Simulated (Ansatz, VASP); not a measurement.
**Cd in VASP and in Ansatz**

```
Cd
1.0
     3.20377    0.00000    0.00000
    -1.60188    2.77454    0.00000
     0.00000    0.00000    5.09468
Cd
2
Cartesian
  0.0000 1.8497 1.2737
  1.6019 0.9248 3.8210
```

Alike in both runs: functional PBE; k mesh 15 × 15 × 8; occupations fermi-dirac, width 0.05 eV; no spin polarisation.

Ansatz relaxed the structure, and its values are those at the end. VASP's run is a single point on that final structure, the one shown.

```csv
,VASP,Ansatz
version,VASP 6.6.1,Ansatz 0.2.0
potentials or method,"VASP PAW PBE potentials, release 64 (Cd), cutoff 520 eV","all-electron LAPW, scalar-relativistic"
```

```csv
,VASP,Ansatz,Ansatz less VASP
pressure (GPa),0.2,0.0,-0.23
```

Ansatz ran all-electron here, so the differences hold the error of VASP's frozen core and of both bases.
